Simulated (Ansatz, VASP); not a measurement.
Two plane-wave programs on KTaO3

```xyz
5
Lattice="4.0296 0.0000 0.0000 0.0000 4.0296 0.0000 0.0000 0.0000 4.0296" Properties=species:S:1:pos:R:3 pbc="T T T"
K     2.0148    2.0148    2.0148
Ta    0.0000    0.0000    0.0000
O     2.0148    0.0000    0.0000
O     0.0000    2.0148    0.0000
O     0.0000    0.0000    2.0148
```

Alike in both runs: task single point; functional r2SCAN; k mesh 6 × 6 × 6; no spin polarisation.

|  | VASP | Ansatz |
| --- | --- | --- |
| version | VASP 6.6.1 | Ansatz 0.2.0 |
| potentials or method | VASP PAW PBE potentials, release 64 (K_sv, Ta_pv, O) | plane waves, PAW |
| plane-wave cutoff (eV) | 520 | 500 |
| occupations | gaussian, width 0.01 eV | fixed |
| valence electrons in the cell | 38 | 40 |

VASP gave:

| Item | Value |
| --- | --- |
| gap on the k mesh at the Fermi level (eV) | 2.52 |
| pressure (GPa) | -5.0 |

Q: What did Ansatz give for the same quantities?

A: gap on the k mesh at the Fermi level (eV): 2.55; pressure (GPa): -5.8.

The two sets of potentials don't hold the same shells in valence.

Caveats: the PAW data sets were made with another functional, which shifts forces and pressure a little (VASP); spin-orbit coupling is left out, which moves the levels of the heavy elements. A k mesh can miss the band edges. r2SCAN opens gaps a little over a GGA but as a rule still falls short of measured ones.
